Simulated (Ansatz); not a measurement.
# VN: what a change does to the field gradients

Base: a structure deposited in the COD, whose atoms a relaxation with PBE at fixed cell left in place.

```
CELL_PARAMETERS angstrom
0.00000 2.06400 2.06400
2.06400 0.00000 2.06400
2.06400 2.06400 0.00000
ATOMIC_POSITIONS crystal
V 0.00000 0.00000 0.00000
N 0.50000 0.50000 0.50000
```

Atom numbers follow the list; atoms alike are taken as one site, whose name carries the number of the first.

Level of theory: DFT, PBE, plane waves and PAW, scalar-relativistic, collinear spin, 420 eV cutoff, Γ-centred 19×19×19 k-points, Fermi–Dirac smearing 0.05 eV (Ansatz 0.2.0). Start moments as typed (μB): 2 on each V, none on the rest.

Gradients in 10²¹ V/m²:

| site | atoms | V_zz base | η base | V_zz variant | η variant |
| --- | --- | --- | --- | --- | --- |
| V | 1 | 0.00 | – | 1.46 | 0.00 |
| N | 2 | 0.00 | – | 0.56 | 0.00 |

Problem. Which change was made?
A. volume scaled by 1.06, ions relaxed
B. z compressed by 1 %, ions relaxed
C. volume scaled by 0.98, ions relaxed
D. z stretched by 2 %, ions relaxed

Solution. D. The largest change of V_zz is on V, from 0.00 to 1.46.

The start moments die out, and the run ends without spin.
For the variant: With no gap above 0.1 eV, as in a metal, the gradients converge slowly in k; expect changes of a tenth or more on a denser mesh. At this changed cell the PBE pressure is -8 GPa.
